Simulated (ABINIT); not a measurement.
**HfO2: single point with PBE**

The system is HfO2.

```xyz
6
Lattice="4.8135 0.0000 0.0000 0.0000 4.8135 0.0000 0.0000 0.0000 3.2054" Properties=species:S:1:pos:R:3 pbc="T T T"
Hf    2.3618    2.3975    1.6311
Hf    0.0190   -0.0134   -0.0428
O     3.8746    0.9599    1.6346
O     3.3093    3.3253    0.0054
O     1.5059    1.4627    0.0264
O     0.9253    3.8522    1.6416
```

The cell comes from a database or a generator and needn't be the stable form of this composition.

The cell isn't the ideal one: atoms moved at random, drawn with an rms of 0.05 Å.

```json
{
 "Program": "ABINIT 10.8.3 (patched build)",
 "Task": "single point",
 "Functional": "PBE",
 "Potentials or basis": "JTH PAW PBE v2.0",
 "Cutoff": "626 eV",
 "k mesh": "6 × 6 × 8",
 "Occupations": "fermi-dirac, width 0.05 eV",
 "Spin": "no spin polarisation"
}
```

```
Pressure               : 6.9 GPa
Largest force          : 1.270 eV/Å
Band gap on the k mesh : 3.99 eV, direct
```

Forces in eV/Å, atoms in the order of the input:
```
Hf   1.109  0.029 -0.140
Hf  -1.022  0.266  0.705
O    0.419 -0.400 -0.224
O    0.600  0.699  0.247
O   -0.922 -0.818 -0.057
O   -0.184  0.224 -0.531
```

Stress tensor (GPa, compression positive):
```
 6.14 -1.12 -0.16
-1.12  6.34  0.98
-0.16  0.98  8.32
```

Levels at points of the mesh, in eV from the valence-band top:
| k point | band 20 | band 21 | band 22 | band 23 | band 24 | band 25 | band 26 | band 27 | band 28 | band 29 |
| --- | --- | --- | --- | --- | --- | --- | --- | --- | --- | --- |
| (0.00, 0.00, 0.00) | -1.63 | -0.75 | -0.57 | -0.52 | 0.00 | 3.99 | 4.27 | 5.26 | 5.55 | 5.68 |
| (0.50, 0.00, 0.00) | -2.62 | -1.56 | -1.33 | -0.97 | -0.52 | 4.57 | 4.81 | 6.09 | 6.33 | 6.47 |
| (0.00, 0.50, 0.00) | -2.62 | -1.52 | -1.36 | -0.73 | -0.65 | 4.58 | 4.81 | 6.09 | 6.34 | 6.40 |
| (0.50, 0.50, 0.00) | -1.72 | -1.22 | -1.08 | -0.86 | -0.79 | 4.16 | 4.44 | 5.61 | 5.75 | 6.51 |
| (0.00, 0.00, 0.50) | -2.13 | -2.03 | -1.95 | -1.02 | -0.96 | 5.39 | 5.71 | 5.90 | 6.09 | 6.30 |
| (0.50, 0.00, 0.50) | -1.92 | -1.74 | -1.65 | -0.97 | -0.94 | 4.13 | 4.19 | 6.31 | 6.36 | 6.96 |
| (0.00, 0.50, 0.50) | -1.89 | -1.79 | -1.74 | -0.92 | -0.89 | 4.18 | 4.24 | 6.29 | 6.35 | 7.00 |
| (0.50, 0.50, 0.50) | -1.96 | -1.26 | -1.09 | -0.50 | -0.50 | 4.96 | 5.28 | 5.68 | 6.09 | 6.49 |

Wall time 9.4 min on 1 thread of Intel(R) Xeon(R) 6975P-C (Granite Rapids), on a shared host, peak memory 0.41 GiB.

Caveat: spin-orbit coupling is left out, which moves the levels of the heavy elements; the atomic spheres overlap. A k mesh can miss the band edges.
